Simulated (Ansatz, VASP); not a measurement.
## Cu: VASP beside Ansatz

Contents of INCAR:

```
SYSTEM = Cu
PREC = Accurate
ENCUT = 520
EDIFF = 1E-7
ISMEAR = 0
SIGMA = 0.1
LREAL = .False.
LASPH = .True.
NELM = 100
ALGO = Fast
ISIF = 2
LWAVE = .False.
LCHARG = .False.
GGA = PE
NBANDS = 30
```

File KPOINTS:

```
Automatic mesh
0
Gamma
  18 18 6
  0 0 0
```

Contents of POSCAR:

```
Cu
1.0
    2.5946405107      0.0000000000      0.0000000000
   -1.2973202554      2.2470245960      0.0000000000
    0.0000000000      0.0000000000      7.7267799354
Cu
4
Direct
    0.0000000000      0.0000000000     -0.0302596945
    0.3333333300      0.6666666700      0.2802596945
    0.0000000000      0.0000000000      0.4697403055
    0.6666666700      0.3333333300      0.7802596945
```

Input for Ansatz:

```yaml
crystal:
  lattice:
    - [2.5946405107, 0.0, 0.0]
    - [-1.2973202554, 2.247024596, 0.0]
    - [0.0, 0.0, 7.7267799354]
  atoms:
    - { symbol: Cu, position: [0.0, 0.0, -0.0302596945] }
    - { symbol: Cu, position: [0.33333333, 0.66666667, 0.2802596945] }
    - { symbol: Cu, position: [0.0, 0.0, 0.4697403055] }
    - { symbol: Cu, position: [0.66666667, 0.33333333, 0.7802596945] }
basis:
  ecutwfc: 420
kpoints:
  mp_grid: { grid: [18, 18, 6] }
hamiltonian:
  xc: pbe
scf:
  occupations: { method: gaussian, width: 0.1 }
output:
  forces: true
  stress: true
  eigenvalues: true
```

Alike in both runs: task single point; functional PBE; k mesh 18 × 18 × 6; occupations gaussian, width 0.1 eV; no spin polarisation.

```csv
,VASP,Ansatz
version,VASP 6.6.1,Ansatz 0.2.0
potentials or method,"VASP PAW PBE potentials, release 64 (Cu)","scalar-relativistic, plane waves, PAW"
plane-wave cutoff (eV),520,420
valence electrons in the cell,44,76
```

|  | VASP | Ansatz | Ansatz less VASP |
| --- | --- | --- | --- |
| gap on the k mesh at the Fermi level (eV) | none | none | - |
| pressure (GPa) | 44.8 | 44.1 | -0.73 |
| largest component of the traceless stress (GPa) | 17.15 | 17.19 | +0.048 |
| rms of the force components (eV/Å) | 4.054 | 4.037 | -0.0175 |

Atom by atom the forces differ by 0.017 eV/Å (rms over components). A gap of «none» marks a metal or a gap that the smearing closes. The two sets of potentials don't hold the same shells in valence.

Caveats: so large a pressure means that the cell lies far from this level's equilibrium, or that cutoff or potentials fall short (VASP); forces of over 1 eV/Å show positions far from the minimum, so gaps and moduli don't describe the material at rest.
